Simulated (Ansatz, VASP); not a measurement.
One calculation of HfO2, two programs

```
Hf O
1.0
     4.81353    0.00000    0.00000
     0.00000    4.81353    0.00000
     0.00000    0.00000    3.20542
Hf O
2 4
Direct
  0.50000 0.50000 0.50000
  0.00000 0.00000 0.00000
  0.80504 0.19496 0.50000
  0.69496 0.69496 0.00000
  0.30504 0.30504 0.00000
  0.19496 0.80504 0.50000
```

Measurements of this composition are mostly on another form, of space group No. 14.

Alike in both runs: task relaxation of cell and atoms; functional PBE; k mesh 6 × 6 × 8; occupations fermi-dirac, width 0.05 eV; no spin polarisation.

```csv
,VASP,Ansatz
version,VASP 6.6.1,Ansatz 0.2.0
potentials or method,"VASP PAW PBE potentials, release 64 (Hf, O)",Ansatz PAW
plane-wave cutoff (eV),580,420
valence electrons in the cell,32,76
```

Ansatz gave:

```
gap on the k mesh at the Fermi level, each at its own relaxed structure (eV) : 3.90
relaxed volume (Å³/atom)                                                     : 12.85
relaxed cell length with the largest relative difference (Å)                 : 3.238
energy change over the relaxation (meV/atom)                                 : -12
```

Question: Which values does VASP return?

Answer: gap on the k mesh at the Fermi level, each at its own relaxed structure (eV): 3.85; relaxed volume (Å³/atom): 12.69; relaxed cell length with the largest relative difference (Å): 3.223; energy change over the relaxation (meV/atom): -5.

The two sets of potentials don't hold the same shells in valence.

Caveats: spin-orbit coupling is left out, which moves the levels of the heavy elements; the plane-wave basis is chosen anew once the cell has moved, so the energies of steps on either side of that aren't comparable (Ansatz); the pressure holds a Pulay correction of +0.7 GPa for the finite cutoff (Ansatz). A k mesh can miss the band edges.
